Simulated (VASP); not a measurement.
Ni, 1 atom in the cell. The cell holds a sheet with vacuum, 1 atom: a = 2.259 Å, b = 2.259 Å, c = 23.800 Å, α = 90.00°, β = 90.00°, γ = 90.00°. The cell was built by a generator and needn't be a form met in nature.

| Property | Result |
| --- | --- |
| Program | VASP 6.6.1 |
| Task | single point |
| Functional | PBE |
| Potentials or basis | VASP PAW PBE potentials, release 64 (Ni_sv_GW) |
| Cutoff | 600 eV |
| k mesh | 9 × 9 × 1 |
| Occupations | fermi-dirac, width 0.05 eV |
| Spin | collinear spin, ferromagnetic start |
| Starting moments | [1.0] μB |
| Dipole correction | yes |
| Further INCAR settings | ALGO = Fast; EDIFF = 1e-06 |

Potentials or basis: VASP PAW PBE potentials, release 64 (Ni_sv_GW).

Command:

```console
$ cat potpaw_PBE.64/Ni_sv_GW/POTCAR > POTCAR
$ mpirun -np 1 vasp_std > vasp.out
```

Hardware: 1 thread of Intel(R) Xeon(R) Platinum 8488C (Sapphire Rapids), on a shared host.

Problem. Estimate the wall time of this run.

Solution. Wall time 2.4 min on 1 thread of Intel(R) Xeon(R) Platinum 8488C (Sapphire Rapids), on a shared host, peak memory 0.31 GiB. Counts: scf iterations 29, k points 15.
